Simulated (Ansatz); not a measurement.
Input and command of a calculation in Ansatz (plane waves; scalar-relativistic PAW potentials unless the input names others):

```yaml
crystal:
  lattice:
    - [-0.2126113725, 1.9135023522, 1.9135023522]
    - [1.9135023522, -0.2126113725, 1.9135023522]
    - [1.9135023522, 1.9135023522, -0.2126113725]
  atoms:
    - { symbol: Li, position: [0.0, 0.0, 0.0] }
    - { symbol: F, position: [0.5, 0.5, 0.5] }
kpoints:
  mp_grid: { grid: [12, 12, 12] }
hamiltonian:
  xc: revpbe
  dispersion: d3bj
scf:
  occupations: { method: gaussian, width: 0.05 }
output:
  forces: true
  eigenvalues: true
  stress: true
```

```bash
ansatz run input.yaml --threads 1 --pin off --max-ram 1228MiB --backend cpu --events-out ev --progress --plain --runs-dir out
```

Abridged log:
```
Basis set: ecut = 420 eV, 325 PW (Γ), exchange–correlation on 40×40×40 points (8 copies of the dense FFT grid, shifted against one another)
Bands: 9, of which v1, the nominal top of the filled ones, is band 5 counted from 1 (4 counted from 0)
Symmetry: 12 space group operations
k-points: 189 of 1728
SCF iter   1: F=—  HF=-1018.751695 eV  |F-HF|=—  |Δ(HF+E_count)|=         —  Δρ=5.51e-3  dr2=4.14e-3  ethr=1.77e-3  ⟨swp⟩=5.3  Hψ=10458  notcnv=0
SCF iter   2: F=—  HF=-1018.750966 eV  |F-HF|=—  |Δ(HF+E_count)|=   7.29e-4  Δρ=3.31e-3  dr2=5.91e-4  ethr=4.14e-5  ⟨swp⟩=2.8  Hψ=4602  notcnv=0
SCF iter   3: F=—  HF=-1018.750817 eV  |F-HF|=—  |Δ(HF+E_count)|=   1.50e-4  Δρ=8.84e-4  dr2=5.96e-5  ethr=5.91e-6  ⟨swp⟩=2.4  Hψ=2283  notcnv=0
SCF iter   4: F=—  HF=-1018.750934 eV  |F-HF|=—  |Δ(HF+E_count)|=   1.17e-4  Δρ=1.65e-4  dr2=4.03e-6  ethr=5.96e-7  ⟨swp⟩=2.6  Hψ=2438  notcnv=0
SCF iter   5: F=-1018.750936 eV  HF=-1018.750936 eV  |F-HF|=6.86e-8  |Δ(HF+E_count)|=   2.17e-6  Δρ=3.39e-5  dr2=9.19e-8  ethr=4.03e-8  ⟨swp⟩=2.0  Hψ=2316  notcnv=0
SCF iter   6: F=-1018.750936 eV  HF=-1018.750936 eV  |F-HF|=6.87e-10  |Δ(HF+E_count)|=   1.62e-8  Δρ=4.48e-6  dr2=1.57e-9  ethr=9.19e-10  ⟨swp⟩=2.0  Hψ=5703  notcnv=0
SCF 1 converged in 6 iterations: F = -1018.750936 eV  dr2 = 1.57e-9
SCF converged after 6 iterations
Free energy (F): -1018.750936 eV
Harris-Foulkes:  -1018.750936 eV  (|F-HF|=6.87e-10)
Internal energy: -1018.750936 eV  (E = F + TS)
E sigma→0 (E₀):  -1018.750936 eV
Fermi energy:    6.046551 eV
  E_disp       = -0.706079  (pairwise vdW)
--- Forces (eV/Å), atoms counted from 1 ---
  atom   1  Li     0.00000000     0.00000000     0.00000000
  atom   2  F      0.00000000     0.00000000     0.00000000
--- Stress (GPa, compression-positive) ---
       -1.052098       5.048951       5.048951
        5.048951      -1.052098       5.048951
        5.048951       5.048951      -1.052098
  P = ⅓ Tr σ = -1.0521 GPa (-10.521 kbar)
```

Apart from outputs and empty bands, the input differs from a reference run on usual settings in hamiltonian.dispersion: not typed → "d3bj"; hamiltonian.xc: "pbe" → "revpbe"; basis.ecutwfc: 420 → not typed. The reference, at the same geometry (not necessarily relaxed), gave pressure 2.34 GPa, largest force 0.000 eV/Å, gap on the mesh 8.52 eV. This run converged in 6 SCF iterations (reference: 7) with a total energy on another zero, pressure -1.05 GPa, largest force 0.000 eV/Å, gap on the mesh 8.72 eV.